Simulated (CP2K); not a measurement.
## TiO2 in CP2K: the effect of functional

Crystal: TiO2.

```
Ti O
1.0
     4.81270    0.00000    0.00000
     0.00000    4.87188    0.00000
    -0.86289    0.00000    4.96659
Ti O
4 8
Direct
  0.27744 0.05281 0.21315
  0.72256 0.55281 0.28685
  0.72256 0.94719 0.78685
  0.27744 0.44719 0.71315
  0.06384 0.17697 0.85156
  0.93616 0.67697 0.64844
  0.93616 0.82303 0.14844
  0.06384 0.32303 0.35156
  0.44536 0.75763 0.46677
  0.55464 0.25763 0.03323
  0.55464 0.24237 0.53323
  0.44536 0.74237 0.96677
```

The cell comes from a database or a generator and needn't be the stable form of this composition.

Alike in all runs:

| Property | Result |
| --- | --- |
| Program | CP2K 2026.2 |
| Task | atomic charges |
| Potentials or basis | POTENTIAL_UZH Ti GTH-PBE-q12, O GTH-PBE-q6; DZVP-MOLOPT-PBE-GTH basis |
| Density cutoff | 11565 eV |
| k mesh | 5 × 4 × 4 |
| Occupations | fermi-dirac, width 0.05 eV |
| Spin | no spin polarisation |

```csv
functional,gap on the mesh (eV),pressure (GPa),largest force (eV/Å)
PBE,2.30,5.4,0.13
LDA,2.23,-6.7,0.13
PBEsol,2.27,-1.7,0.14
AM05,2.28,-1.1,0.16
optB88-vdW,?,?,?
HLE16,2.17,-34.0,1.10
SCAN,2.73,-0.6,0.23
```

Q: What does the run with functional optB88-vdW give?

A: gap on the mesh 2.31 eV; pressure 3.7 GPa; largest force 0.11 eV/Å.

Caveats: an odd mesh through Γ misses points on the zone boundary, where band edges often lie; the basis of atomic orbitals isn't converged, which shifts pressures, moduli and gaps; the potentials were made for another functional, which shifts forces and pressure (some runs); the potentials were made for a functional far from this one (some runs); the cell as given lies far from equilibrium (some runs).
